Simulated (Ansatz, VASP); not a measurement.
## Se in VASP and in Ansatz

```
Se
1.0
     0.00000    3.09115    3.09115
     3.09115    0.00000    3.09115
     3.09115    3.09115    0.00000
Se
2
Direct
  0.50000 0.50000 0.50000
  0.75000 0.75000 0.75000
```

Alike in both runs: functional PBEsol; dispersion D3(BJ); k mesh 4 × 4 × 4; occupations fermi-dirac, width 0.1 eV; no spin polarisation.

Ansatz relaxed the structure, and its values are those at the end. VASP's run is a single point on that final structure, the one shown.

|  | VASP | Ansatz |
| --- | --- | --- |
| version | VASP 6.6.1 | Ansatz 0.2.0 |
| potentials or method | VASP PAW PBE potentials, release 64 (Se) | plane waves, PAW |
| plane-wave cutoff (eV) | 520 | 420 |
| valence electrons in the cell | 12 | 32 |

|  | VASP | Ansatz | Ansatz less VASP |
| --- | --- | --- | --- |
| pressure (GPa) | 0.0 | 0.0 | -0.08 |
| dispersion energy (meV/atom) | -257.8 | -257.9 | -0.07 |

The two sets of potentials don't hold the same shells in valence.

Caveats: the k mesh is coarse (spacing up to 0.44 Å⁻¹), so the values aren't converged; the PAW data sets were made with another functional, which shifts forces and pressure a little (VASP); pairwise dispersion overbinds metals, which lowers pressure and volume.
